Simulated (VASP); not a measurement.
Set up this calculation in VASP 6.6.1, as the native input.

```
Task                               : band structure
Functional                         : PBE
Potentials or basis                : VASP PAW PBE potentials, release 64 (Cd, In_d, S)
Cutoff                             : 520 eV
k mesh                             : 2 × 2 × 2
Occupations                        : gaussian, width 0.03 eV
Spin                               : no spin polarisation
Grid for exact exchange (PRECFOCK) : Fast
Further INCAR settings             : ALGO = Fast; EDIFF = 1e-07
```

The structure of CdIn2S4 (Cadmoindite) lies in POSCAR:

```
CdIn2S4                                 
1.0
    0.0000000000      5.4287105893      5.4287105893
    5.4287105893      0.0000000000      5.4287105893
    5.4287105893      5.4287105893      0.0000000000
  Cd              In              S             
     2     4     8
Direct
     0.0000000000000000    0.0000000000000000    0.0000000000000000
     0.2500000000000000    0.2500000000000000    0.2500000000000000
     0.6250000000000000    0.6250000000000000    0.6250000000000000
     0.1250000000000000    0.6250000000000000    0.6250000000000000
     0.6250000000000000    0.6250000000000000    0.1250000000000000
     0.6250000000000000    0.1250000000000000    0.6250000000000000
     0.3843966285944234    0.3843966285944234    0.3843966285944234
     0.4031898857832630    0.8656033714055766    0.8656033714055766
     0.3843966285944234    0.3843966285944234    0.8468101142167370
     0.8656033714055766    0.4031898857832630    0.8656033714055766
     0.8468101142167370    0.3843966285944234    0.3843966285944234
     0.8656033714055766    0.8656033714055766    0.8656033714055766
     0.3843966285944234    0.8468101142167370    0.3843966285944234
     0.8656033714055766    0.8656033714055766    0.4031898857832630
```

These files were run (other wordings do the same):

INCAR

```
PREC = Accurate
ENCUT = 520
EDIFF = 1E-7
ISMEAR = 0
SIGMA = 0.03
LREAL = F
LASPH = T
NELM = 80
ALGO = Fast
ISIF = 2
LWAVE = F
LCHARG = F
GGA = PE
```

KPOINTS

```
Automatic mesh
0
Gamma
  2 2 2
```

KPOINTS_OPT

```
explicit points
6
Reciprocal
 0.0000000000  0.0000000000  0.0000000000 1
 0.3750000000  0.3750000000  0.7500000000 1
 0.5000000000  0.5000000000  0.5000000000 1
 0.6250000000  0.2500000000  0.6250000000 1
 0.5000000000  0.2500000000  0.7500000000 1
 0.5000000000  0.0000000000  0.5000000000 1
```

Potentials or basis: VASP PAW PBE potentials, release 64 (Cd, In_d, S).

Launch:

```sh
$ cat potpaw_PBE.64/Cd/POTCAR potpaw_PBE.64/In_d/POTCAR potpaw_PBE.64/S/POTCAR > POTCAR
$ mpirun -np 8 vasp_std > vasp.out
```

It gave:

| Property | Result |
| --- | --- |
| Pressure | 3.5 GPa |
| Largest force | 0.021 eV/Å |
| Band gap on the k mesh | 1.33 eV, indirect (least direct gap 1.40 eV) |
| Band gap along the path | 1.30 eV, indirect (least direct gap 1.40 eV) |

Caveat: the k mesh is coarse (spacing up to 0.50 Å⁻¹), so the values aren't converged; spin-orbit coupling is left out, which moves the levels of the heavy elements.

Wall time 25 s on 8 MPI ranks on Intel(R) Xeon(R) 6975P-C (Granite Rapids) (shared host), peak memory 0.23 GiB a rank.
